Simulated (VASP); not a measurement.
Wanted: the native input for a VASP 6.6.1 run.

| Item | Value |
| --- | --- |
| Task | single point |
| Functional | PBEsol |
| Potentials or basis | VASP PAW PBE potentials, release 64 (Ta_pv) |
| Cutoff | 520 eV |
| k mesh | 18 × 18 × 18 |
| Occupations | gaussian, width 0.5 eV |
| Spin | no spin polarisation |
| Further INCAR settings | ALGO = Normal; EDIFF = 1e-06 |

The structure of Ta lies in POSCAR:

```
Ta
1.0
    0.0000000000      2.0883400000      2.0883400000
    2.0883400000      0.0000000000      2.0883400000
    2.0883400000      2.0883400000      0.0000000000
Ta
1
Direct
    0.0000000000      0.0000000000      0.0000000000
```

This isn't the form of Ta at room conditions, which is bcc.

One way to write it, as run:

INCAR

```
SYSTEM = Ta
PREC = Accurate
ENCUT = 520
EDIFF = 1E-6
ISMEAR = 0
SIGMA = 0.5
LREAL = .FALSE.
LASPH = .TRUE.
NELM = 80
ALGO = Normal
ISIF = 2
LWAVE = .FALSE.
LCHARG = .FALSE.
GGA = PS
```

KPOINTS

```
Automatic mesh
0
G
  18 18 18
  0 0 0
```

Potentials or basis: VASP PAW PBE potentials, release 64 (Ta_pv).

Launch:

```bash
$ cat potpaw_PBE.64/Ta_pv/POTCAR > POTCAR
$ mpirun -np 1 vasp_std > vasp.out
```

Results of the run:

| Item | Value |
| --- | --- |
| Pressure | 0.6 GPa |
| Band gap on the k mesh | none (metal or under the smearing width) |

Caveat: the PAW data sets were made with another functional, which shifts forces and pressure a little.

It took 9.4 s on 1 thread of Intel(R) Xeon(R) 6975P-C (Granite Rapids), on a shared host, peak memory 0.16 GiB.
